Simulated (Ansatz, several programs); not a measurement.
MgH2 built on the anatase prototype, relaxed with PBE in Ansatz (plane waves, PAW): it is tetragonal, I4_1/amd (No. 141); a = 3.808 Å, c = 9.462 Å in the conventional setting, 11.43 Å³ an atom. Around Mg lie 6 H at 1.94–1.99 Å; around H lie 3 Mg at 1.94–1.99 Å. The cell was then scaled with its shape and fractional coordinates held, which makes it stiffer than a relaxed compression. Spin-unpolarised throughout. Whether this structure exists isn't addressed.

```csv
V (Å³/atom),E (meV/atom)
10.748,6.50
11.435,0.00
11.778,1.33
12.121,5.22
```

**Question.** Pass a cubic E = c₀ + c₁u + c₂u² + c₃u³, with u = V − 11.521 Å³, through these points.

**Answer.** c₀ = 0.07, c₁ = +1.896, c₂ = 12.043, c₃ = -1.5081 (meV and Å³).

**Question.** Where is the minimum, and what bulk modulus follows?

**Answer.** dE/du = 0 at u = -0.078, so V₀ = 11.44 Å³. B = V₀ d²E/dV² = 11.44 × (2c₂ + 6c₃u) = 11.44 × 24.787 = 284 meV/Å³, and 1 meV/Å³ is 0.16022 GPa: 45 GPa. A third-order Birch-Murnaghan fit to all five points gives 11.44 Å³ and 45 GPa.

**Question.** Predict the energy and the pressure at the withheld volume, 11.092 Å³.

**Answer.** With u = -0.429: E ≈ 1.59 meV and P = −dE/dV ≈ +1.49 GPa. The run gives 1.58 meV and, from its stress, +1.48 GPa.
